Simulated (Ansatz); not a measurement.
MoP: levels along high-symmetry lines

```yaml
crystal:
  lattice:
    - [3.23476, 0.00000, 0.00000]
    - [-1.61738, 2.80138, 0.00000]
    - [0.00000, 0.00000, 3.18228]
  atoms:
    - { symbol: Mo, position: [0.00000, 0.00000, 0.00000] }
    - { symbol: P, position: [0.33333, 0.66667, 0.50000] }
```

Atoms are numbered in the order listed.

The conventional cell has a = 3.235 Å, b = 3.235 Å, c = 3.182 Å, α = 90.00°, β = 90.00°, γ = 120.00°. Mo (atom 1) is surrounded by 6 P at 2.45 Å. P (atom 2) is surrounded by 6 Mo at 2.45 Å.

The cell is the one relaxed in the Materials Project (mp-219), not relaxed further here; entries there can be hypothetical.

Spin polarisation is left out, and whether a magnetic state lies lower isn't shown here.

Computed with Ansatz 0.2.0, DFT, PBE, all-electron LAPW, scalar-relativistic.

Numerical set-up: a Γ-centred 12×12×10 k mesh, Fermi–Dirac smearing of 0.03 eV, basis error target 1 meV/atom, no spin polarisation.

Points in fractions of the reciprocal vectors of this cell: Γ (0, 0, 0), M (0.5, 0, 0), K (0.333, 0.333, 0), A (0, 0, 0.5), L (0.5, 0, 0.5), H (0.333, 0.333, 0.5). The path joins them by straight lines in the order Γ–M–K–Γ–A–L–H–A–L; legs that retrace an earlier one aren't tabulated. Energies are in eV from the Fermi level.

Task: Metal or insulator at this level of theory?

Result: No gap opens: metallic or semimetallic.

Task: Tabulate bands 18 to 24, counted from the lowest band of the run, along the path.

Result: 
| k (1/Å) | point | band 18 | band 19 | band 20 | band 21 | band 22 | band 23 | band 24 |
| --- | --- | --- | --- | --- | --- | --- | --- | --- |
| 0.00 | Γ | -4.14 | -3.33 | -3.33 | -0.64 | 0.28 | 0.28 | 4.11 |
| 0.22 |  | -4.28 | -3.44 | -3.17 | -1.50 | 0.21 | 1.28 | 3.38 |
| 0.45 |  | -4.98 | -3.36 | -2.74 | -2.50 | 0.03 | 2.18 | 2.63 |
| 0.67 |  | -5.94 | -3.31 | -3.25 | -2.13 | -0.18 | 1.59 | 2.38 |
| 0.90 |  | -6.82 | -3.71 | -3.55 | -1.56 | -0.34 | 1.88 | 1.91 |
| 1.12 | M | -7.22 | -3.86 | -3.70 | -1.31 | -0.40 | 1.68 | 2.31 |
| 1.25 |  | -7.17 | -3.85 | -3.81 | -1.27 | -0.53 | 1.53 | 2.23 |
| 1.38 |  | -7.04 | -4.11 | -3.80 | -1.12 | -0.82 | 1.20 | 1.99 |
| 1.51 |  | -6.85 | -4.56 | -3.75 | -1.15 | -0.80 | 0.86 | 1.62 |
| 1.64 |  | -6.63 | -5.02 | -3.70 | -1.38 | -0.37 | 0.62 | 1.17 |
| 1.77 | K | -6.53 | -5.23 | -3.69 | -1.47 | -0.10 | 0.62 | 0.81 |
| 2.03 |  | -6.61 | -4.60 | -3.67 | -1.20 | -0.86 | 0.57 | 1.79 |
| 2.29 |  | -6.14 | -3.65 | -3.40 | -1.89 | -0.65 | 1.07 | 2.28 |
| 2.55 |  | -5.22 | -3.30 | -2.73 | -2.64 | -0.14 | 1.89 | 2.74 |
| 2.80 |  | -4.35 | -3.45 | -3.13 | -1.67 | 0.18 | 1.50 | 3.21 |
| 3.06 | Γ | -4.14 | -3.33 | -3.33 | -0.64 | 0.28 | 0.28 | 4.11 |
| 3.26 |  | -4.34 | -3.25 | -3.25 | -0.71 | -0.12 | -0.12 | 4.41 |
| 3.46 |  | -5.06 | -3.04 | -3.04 | -0.88 | -0.88 | -0.55 | 4.50 |
| 3.66 |  | -6.19 | -2.80 | -2.80 | -1.48 | -1.48 | 0.13 | 3.89 |
| 3.85 |  | -7.29 | -2.72 | -2.72 | -1.69 | -1.69 | 0.99 | 3.20 |
| 4.05 | A | -7.81 | -2.75 | -2.75 | -1.67 | -1.67 | 1.41 | 2.90 |
| 4.28 |  | -7.61 | -2.98 | -2.96 | -1.86 | -1.47 | 1.50 | 2.66 |
| 4.50 |  | -7.09 | -3.56 | -3.48 | -2.17 | -0.87 | 1.67 | 2.43 |
| 4.72 |  | -6.52 | -4.35 | -3.98 | -2.13 | 0.01 | 1.84 | 2.64 |
| 4.95 |  | -6.21 | -5.00 | -4.32 | -1.52 | 0.94 | 1.91 | 3.17 |
| 5.17 | L | -6.13 | -5.24 | -4.44 | -1.03 | 1.40 | 1.88 | 3.53 |
| 5.30 |  | -6.09 | -5.54 | -4.17 | -1.11 | 1.58 | 1.88 | 3.48 |
| 5.43 |  | -6.02 | -5.98 | -3.77 | -1.26 | 1.77 | 2.14 | 3.37 |
| 5.56 |  | -6.45 | -5.84 | -3.45 | -1.35 | 1.71 | 2.81 | 3.28 |
| 5.69 |  | -6.74 | -5.74 | -3.27 | -1.33 | 1.61 | 3.25 | 3.58 |
| 5.82 | H | -6.85 | -5.70 | -3.21 | -1.29 | 1.55 | 3.26 | 4.17 |
| 6.08 |  | -6.43 | -5.83 | -3.33 | -1.64 | 1.75 | 2.58 | 3.09 |
| 6.34 |  | -6.22 | -5.39 | -3.45 | -2.21 | 0.80 | 1.88 | 2.66 |
| 6.60 |  | -6.89 | -4.11 | -3.32 | -2.28 | -0.56 | 1.73 | 2.40 |
| 6.86 |  | -7.55 | -3.10 | -2.98 | -1.92 | -1.39 | 1.52 | 2.60 |
| 7.11 | A | -7.81 | -2.75 | -2.75 | -1.67 | -1.67 | 1.41 | 2.90 |
